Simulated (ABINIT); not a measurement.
Crystal: Zn.

```
Zn
1.0
    -1.56904    1.56904    1.56904
     1.56904   -1.56904    1.56904
     1.56904    1.56904   -1.56904
Zn
1
Direct
  0.00000 0.00000 0.00000
```

This isn't the form of Zn at room conditions, which is hcp.

Base run:

* Program: ABINIT 10.8.3 (patched build)
* Functional: LDA
* Potentials or basis: JTH PAW PBE v2.0
* Cutoff: 707 eV
* k mesh: 12 × 12 × 12
* Occupations: fermi-dirac, width 0.05 eV
* Spin: no spin polarisation

Its results: band gap on the k mesh none (metal or under the smearing width); pressure -8.4 GPa.

Question: The run is repeated on the same cell with these changes: functional from LDA to r2SCAN. What comes out?

Answer: Band gap on the k mesh none (metal or under the smearing width); pressure -5.1 GPa.

Caveats: the PAW data sets were made with another functional, which shifts forces and pressure a little.
